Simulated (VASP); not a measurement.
Write the native input for VASP 6.6.1 that does the following.

| Item | Value |
| --- | --- |
| Task | relaxation of cell and atoms |
| Functional | PBE |
| Potentials or basis | VASP PAW PBE potentials, release 64 (Si, Se) |
| Cutoff | 600 eV |
| k mesh | 6 × 6 × 6 |
| Occupations | gaussian, width 0.03 eV |
| Spin | no spin polarisation |
| Further INCAR settings | ALGO = Normal; EDIFF = 1e-07; IBRION = 2; EDIFFG = -0.005; NSW = 90; ISIF = 3 |

The structure of SiSe2 lies in POSCAR:

```
SiSe2                                   
1.0
   -3.3154179628      5.5299813223      2.9657021307
    3.3154179628     -5.5299813223      2.9657021307
    3.3154179628      5.5299813223     -2.9657021307
  Si              Se            
     2     4
Direct
     0.7500000000000000    0.7500000000000000    0.0000000000000000
     0.2500000000000000    0.2500000000000000    0.0000000000000000
     0.1119599194212410    0.1891710427153968    0.3011309621366450
     0.8880400805787592    0.8108289572846031    0.6988690378633549
     0.3880400805787590    0.6891710427153969    0.0772111332941566
     0.6119599194212408    0.3108289572846032    0.9227888667058436
```

The cell is a database's computed one.

One way to write it, as run:

INCAR

```
PREC = Accurate
ENCUT = 600
EDIFF = 1E-7
ISMEAR = 0
SIGMA = 0.03
LREAL = F
LASPH = T
NELM = 80
ALGO = Normal
ISIF = 3
LWAVE = F
LCHARG = F
GGA = PE
IBRION = 2
NSW = 90
EDIFFG = -0.005
KPAR = 2
```

KPOINTS

```
regular mesh
0
Gamma
  6 6 6
```

Potentials or basis: VASP PAW PBE potentials, release 64 (Si, Se).

Launch:

```bash
$ cat potpaw_PBE.64/Si/POTCAR potpaw_PBE.64/Se/POTCAR > POTCAR
$ mpirun -np 2 vasp_std > vasp.out
```

It gave:

The relaxed volume is 36.27 Å³/atom, the relaxed cell is a = 7.098 Å, b = 7.098 Å, c = 7.098 Å, α = 124.31°, β = 77.64°, γ = 130.57° and the space group after relaxing (to 0.05 Å) is Ibam (No. 72). The energy gained by relaxing is 0.0 meV/atom, the ionic steps are 3 and the pressure after relaxing is 0.0 GPa. The largest force after relaxing is 0.003 eV/Å and the band gap on the k mesh is 2.25 eV, indirect (least direct gap 2.32 eV).

It took 4.2 min on 2 MPI ranks on Intel(R) Xeon(R) 6975P-C (Granite Rapids), on a shared host, peak memory 0.64 GiB a rank.
